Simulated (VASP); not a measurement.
# Mo (Im-3m) in VASP: a series of runs

Runs on Mo. Level: PBE. Tasks: single point.

Program: VASP 6.6.1. These are calculated values, not measurements. Logs are shortened: lines on timing, memory, paths and dates and some standing lists are left out, and cuts for length are marked.

## (1) The undisturbed crystal

It takes space group Im-3m (No. 229, cubic). The conventional cell has a = 3.168 Å, b = 3.168 Å, c = 3.168 Å, α = 90.00°, β = 90.00°, γ = 90.00°. Mo (site symmetry m-3m) has 8 Mo at 2.74 Å as nearest neighbours.

## (2) Single point, PBE (grid = ENCUT=400 dk=0.45 cell=2x2x1 ISMEAR=1 SIGMA=0.1 LREAL=Auto EDIFF=1e-06)

INCAR reads:

```
ALGO = Fast
EDIFF = 1E-6
ENCUT = 400
GGA = PE
ISIF = 2
ISMEAR = 1
LASPH = T
LCHARG = F
LREAL = Auto
LWAVE = F
NBANDS = 29
NELM = 120
PREC = Accurate
SIGMA = 0.1
```

KPOINTS reads:

```
k-points
0
Gamma
  7 7 7
```

POSCAR reads:

```
Mo
1.0
   -3.1676179438      3.1676179438      3.1676179438
    3.1676179438     -3.1676179438      3.1676179438
    1.5838089719      1.5838089719     -1.5838089719
Mo
3
Direct
    0.0000000000      0.5000000000      0.0000000000
    0.5000000000      0.0000000000      0.0000000000
    0.5000000000      0.5000000000      0.0000000000
```

Potentials or basis: VASP PAW PBE potentials, release 64 (Mo_sv).

Launch:

```
> cat potpaw_PBE.64/Mo_sv/POTCAR > POTCAR
> mpirun -np 1 vasp_std > vasp.out
```

OUTCAR:

```text
EDIFF = 1E-6
   ENCUT = 400
   GGA = PE
   ISIF = 2
   ISMEAR = 1
   LASPH = T
   LREAL = Auto
   NELM = 120
   PREC = Accurate

 Found     44 irreducible k-points:

 Following reciprocal coordinates:
            Coordinates               Weight
  0.000000  0.000000  0.000000      1.000000
  0.142857  0.000000  0.000000      6.000000
  0.285714  0.000000  0.000000      6.000000
  0.428571  0.000000  0.000000      6.000000
  0.142857  0.142857  0.000000      6.000000
  0.285714  0.142857 -0.000000     12.000000
   k-points           NKPTS =     44   k-points in BZ     NKDIM =     44   number of bands    NBANDS=     29
   number of dos      NEDOS =    301   number of ions     NIONS =      3
   total plane-waves  NPLWV =  23328
   dimension x,y,z NGX =    36 NGY =   36 NGZ =   18
   dimension x,y,z NGXF=    72 NGYF=   72 NGZF=   36
   ions per type =               3
   NGX,Y,Z   is equivalent  to a cutoff of  10.91, 10.91, 10.91 a.u.
   NGXF,Y,Z  is equivalent  to a cutoff of  21.82, 21.82, 21.82 a.u.
 SYSTEM =  unknown system
   PREC   = accura    normal or accurate (medium, high low for compatibility)
   ISTART =      0    job   : 0-new  1-cont  2-samecut
   ICHARG =      2    charge: 1-file 2-atom 10-const
   ISPIN  =      1    spin polarized calculation?
   LNONCOLLINEAR =      F non collinear calculations
   LSORBIT =      F    spin-orbit coupling
   LASPH  =      T    aspherical Exc in radial PAW
   ENCUT  =  400.0 eV  29.40 Ry    5.42 a.u.   8.95  8.95  4.47*2*pi/ulx,y,z
   NELM   =    120;   NELMIN=  2; NELMDL= -5     # of ELM steps
   EDIFF  = 0.1E-05   stopping-criterion for ELM
   LREAL  =      T    real-space projection
   EDIFFG = 0.1E-04   stopping-criterion for IOM
   NSW    =      0    number of steps for IOM
   IBRION =     -1    ionic relax: 0-MD 1-quasi-New 2-CG
   NFREE  =      0    steps in history (QN), initial steepest desc. (CG)
   ISIF   =      2    stress and relaxation
   ISYM   =      2    0-nonsym 1-usesym 2-fastsym
   POTIM  = 0.5000    time-step for ionic-motion
   TEBEG  =    0.0;   TEEND  =   0.0 temperature during run
   PSTRESS=    0.0 pullay stress
   NELECT =      42.0000    total number of electrons
   NUPDOWN=      -1.0000    fix difference up-down
   EMIN   =  10.00;   EMAX   =-10.00  energy-range for DOS
   EFERMI =   0.00;   METHOD = LEGACY
   ISMEAR =     1;   SIGMA  =   0.10  broadening in eV -4-tet -1-fermi 0-gaus
   EFERMI_NEDOS =   21; number of points for ismear=-14 and -15
   IALGO  =     68    algorithm
   IMIX   =      4    mixing-type and parameters
     AMIX     =   0.40;   BMIX     =  1.00
     AMIX_MAG =   1.60;   BMIX_MAG =  1.00
  volume/ion in A,a.u.               =      21.19       142.99
  Fermi-wavevector in a.u.,A,eV,Ry     =   1.425876  2.694515 27.662315  2.033123
  Thomas-Fermi vector in A             =   2.546213
   LORBIT       =      0    0 simple, 1 ext, 2 COOP (PROOUT), +10 PAW based schemes
   GGA     = PE    functional components
   LHFCALC =     F    Hartree Fock is set to
   AEXX    =    0.0000 exact exchange contribution
   IVDW    =     0    specifies the selected vdW correction
   LEPSILON=     F    determine dielectric tensor
   LRPA    =     F    only Hartree local field effects (RPA)
 non-spin polarized calculation
 RMM-DIIS sequential band-by-band and
 Methfessel and Paxton  Order N= 1 SIGMA  =   0.10
  energy-cutoff  :      400.00
  volume of cell :       63.57
 maximum number of plane-waves:      1185
   NGX = 17   NGY = 17   NGZ =  9

 number of electron      42.0000015 magnetization

 Free energy of the ion-electron system (eV)
  ---------------------------------------------------
  ext. energy  EPLUGINS =         0.00000000
  ---------------------------------------------------
  free energy    TOTEN  =       -29.62773317 eV

  energy without entropy =      -29.62548010  energy(sigma->0) =      -29.62698215

 E-fermi :   7.9858     XC(G=0): -11.4497

 val. band max:        7.9820185147   @ k =   0.4286   0.4286   0.2857
 cond. band min:       7.9933441034   @ k =  -0.2857   0.1429   0.1429
 fundamental gap:      0.0113255887
 Fermi energy:         7.9857847886

 k-point     1 :       0.0000    0.0000    0.0000
  band No.  band energies     occupation
      1     -53.0450      2.00000
      2     -52.8617      2.00000
      3     -52.8617      2.00000
      4     -27.6928      2.00000
      5     -27.3166      2.00000
      6     -27.3166      2.00000
      7     -26.7289      2.00000
      8     -26.6130      2.00000
      9     -26.6130      2.00000
     10     -26.3978      2.00000
     11     -26.3916      2.00000
     12     -26.3916      2.00000
     13       1.9718      2.00000
     14       4.1514      2.00000
     15       4.1514      2.00000
     16       4.4483      2.00000
     17       5.6230      2.00000
     18       5.6230      2.00000
     19       6.3172      2.00000
     20       9.0322     -0.00000
     21       9.0322     -0.00000
     22       9.6438     -0.00000
     23      10.0779      0.00000
     24      10.2374      0.00000
     25      10.2395      0.00000
     26      10.5458      0.00000
     27      10.7315      0.00000
     28      11.0321      0.00000
     29      11.0322      0.00000

 k-point     2 :       0.1429    0.0000    0.0000
  band No.  band energies     occupation
      1     -53.0371      2.00000
      2     -52.8698      2.00000
      3     -52.8617      2.00000
      4     -27.6491      2.00000
      5     -27.3085      2.00000
      6     -27.2837      2.00000
      7     -26.7465      2.00000
      8     -26.6322      2.00000
      9     -26.6111      2.00000
     10     -26.4298      2.00000
     11     -26.4143      2.00000
     12     -26.3940      2.00000
     13       2.1649      2.00000
     14       4.2072      2.00000
     15       4.2241      2.00000
     16       4.6001      2.00000
     17       5.6632      2.00000
     18       5.7605      2.00000
     19       6.3015      2.00000
     20       8.6815     -0.00000
     21       8.9772     -0.00000
     22       9.5622     -0.00000
     23       9.6366     -0.00000
     24       9.7456     -0.00000
     25       9.9718     -0.00000
     26      10.2906      0.00000
     27      10.6208      0.00000
     28      10.6827      0.00000
     29      11.2435      0.00000

 k-point     3 :       0.2857    0.0000    0.0000
  band No.  band energies     occupation
      1     -53.0157      2.00000
      2     -52.8919      2.00000
      3     -52.8618      2.00000
      4     -27.5449      2.00000
      5     -27.2688      2.00000
      6     -27.1928      2.00000
      7     -26.8071      2.00000
      8     -26.7278      2.00000
      9     -26.6047      2.00000
     10     -26.4940      2.00000
     11     -26.4570      2.00000
     12     -26.3941      2.00000
     13       2.6770      2.00000
     14       4.3450      2.00000
     15       4.3895      2.00000
     16       5.0282      2.00000
     17       5.7783      2.00000
     18       6.1696      2.00000
     19       6.2427      2.00000
     20       7.7304      2.00182
     21       8.5190     -0.00000
     22       8.6192     -0.00000
     23       9.2186     -0.00000
     24       9.4948     -0.00000
     25       9.6506     -0.00000
     26      10.2390      0.00000
     27      10.3657      0.00000
     28      10.5321      0.00000
     29      10.9058      0.00000

 k-point     4 :       0.4286    0.0000    0.0000
  band No.  band energies     occupation
      1     -52.9901      2.00000
      2     -52.9180      2.00000
      3     -52.8619      2.00000
      4     -27.4678      2.00000
      5     -27.1433      2.00000
      6     -27.0668      2.00000
      7     -26.9177      2.00000
      8     -26.9126      2.00000
      9     -26.5962      2.00000
     10     -26.5192      2.00000
     11     -26.4909      2.00000
     12     -26.3940      2.00000
     13       3.2245      2.00000
     14       4.4780      2.00000
     15       4.5249      2.00000
     16       5.5748      2.00000
     17       5.9299      2.00000
     18       6.1883      2.00000
     19       6.8195      2.00000
     20       6.8234      2.00000
     21       7.5622      2.00000
     22       7.6370      2.00001
     23       9.3865     -0.00000
     24       9.4389     -0.00000
     25       9.7343     -0.00000
     26       9.9120     -0.00000
     27      10.0093      0.00000
     28      10.2213      0.00000
     29      10.7723      0.00000

 k-point     5 :       0.1429    0.1429    0.0000
  band No.  band energies     occupation
      1     -53.0224      2.00000
      2     -52.8851      2.00000
      3     -52.8618      2.00000
      4     -27.5715      2.00000
      5     -27.2955      2.00000
      6     -27.2148      2.00000
      7     -26.7924      2.00000
      8     -26.6806      2.00000
      9     -26.6098      2.00000
     10     -26.4829      2.00000
     11     -26.4223      2.00000
     12     -26.4154      2.00000
     13       2.5240      2.00000
     14       4.2975      2.00000
     15       4.3477      2.00000
     16       4.8916      2.00000
     17       5.7434      2.00000
     18       6.0235      2.00000
     19       6.2654      2.00000
     20       8.0210      0.44325
     21       8.7169     -0.00000
     22       8.8053     -0.00000
     23       9.4148     -0.00000
     24       9.6198     -0.00000
     25       9.6722     -0.00000
     26      10.2936      0.00000
     27      10.4156      0.00000
     28      10.4543      0.00000
     29      11.1992      0.00000

 k-point     6 :       0.2857    0.1429   -0.0000
  band No.  band energies     occupation
      1     -52.9972      2.00000
      2     -52.9108      2.00000
      3     -52.8619      2.00000
      4     -27.4608      2.00000
      5     -27.2482      2.00000
      6     -27.0888      2.00000
      7     -26.9195      2.00000
      8     -26.7798      2.00000
      9     -26.6068      2.00000
     10     -26.5162      2.00000
     11     -26.4672      2.00000
     12     -26.4180      2.00000
     13       3.1129      2.00000
     14       4.4013      2.00000
     15       4.5103      2.00000
     16       5.4048      2.00000
     17       5.8884      2.00000
     18       6.2016      2.00000
     19       6.4894      2.00000
     20       7.0593      2.00000
     21       7.6913      2.00025
     22       8.3044     -0.00006
     23       9.2472     -0.00000
     24       9.5219     -0.00000
     25       9.6911     -0.00000
     26       9.9713     -0.00000
     27      10.0830      0.00000
     28      10.3888      0.00000
     29      10.7255      0.00000

 [... further k-points ...]

------------------------ aborting loop because EDIFF is reached ----------------------------------------

  FORCE on cell =-STRESS in cart. coord.  units (eV):
  Direction    XX          YY          ZZ          XY          YZ          ZX
  --------------------------------------------------------------------------------------
  -------------------------------------------------------------------------------------
  Total       -6.4196884     -6.4196884     -6.4196884     -0.6630080      0.6630080      0.6630080
  in kB     -161.8065712   -161.8065712   -161.8065712    -16.7109432     16.7109432     16.7109432
  external PRESSURE =    -161.8065712 kB  Pullay stress =       0.0000000 kB

 VOLUME and BASIS-vectors are now :
 -----------------------------------------------------------------------------
  energy-cutoff  :      400.00
  volume of cell :       63.57
      direct lattice vectors                 reciprocal lattice vectors
    -3.167617944  3.167617944  3.167617944     0.000000000  0.157847319  0.157847319
     3.167617944 -3.167617944  3.167617944     0.157847319  0.000000000  0.157847319
     1.583808972  1.583808972 -1.583808972     0.315694638  0.315694638  0.000000000

 POSITION                                       TOTAL-FORCE (eV/Angst)
 -----------------------------------------------------------------------------------
      1.58381     -1.58381      1.58381         0.000000     -0.000000     -0.000000
     -1.58381      1.58381      1.58381        -0.000000      0.000000      0.000000
      0.00000      0.00000      3.16762        -0.000000     -0.000000      0.000000
 -----------------------------------------------------------------------------------
    total drift:                               -0.000000     -0.000000      0.000000

  FREE ENERGIE OF THE ION-ELECTRON SYSTEM (eV)
  ---------------------------------------------------
  free  energy   TOTEN  =       -29.6277331710 eV

  energy  without entropy=      -29.6254800966  energy(sigma->0) =      -29.62698215
```

Wall time 54 s (1 thread of Intel Xeon Platinum 8488C (Sapphire Rapids), shared host); peak memory 0.18 GiB.

These settings aren't checked as converged: the numbers below hold their error.

Results:

- Free energy: -29.6277 eV
- Pressure: -16.2 GPa
- Band gap on the k mesh: none (metal or under the smearing width)

Caveat: the k mesh is coarse (spacing up to 0.40 Å⁻¹), so the values aren't converged.

(Continued in part 2 of 2.)
